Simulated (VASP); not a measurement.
The system is MgSe.

```
Se Mg
1.0
     0.00000    2.72550    2.72550
     2.72550    0.00000    2.72550
     2.72550    2.72550    0.00000
Se Mg
1 1
Direct
  0.50000 0.50000 0.50000
  0.00000 0.00000 0.00000
```

Base run:

| Item | Value |
| --- | --- |
| Program | VASP 6.6.1 |
| Functional | r2SCAN |
| Potentials or basis | VASP PAW PBE potentials, release 64 (Se, Mg) |
| Cutoff | 520 eV |
| k mesh | 8 × 8 × 8 |
| Occupations | gaussian, width 0.02 eV |
| Spin | no spin polarisation |

Its results: band gap on the k mesh 2.46 eV, indirect (least direct gap 3.49 eV).

Problem. The run is repeated on the same cell with these changes: functional from r2SCAN to TB-mBJ. What comes out?

Solution. Band gap on the k mesh 2.79 eV, indirect (least direct gap 3.80 eV).

Not every run made on this cell is shown here.
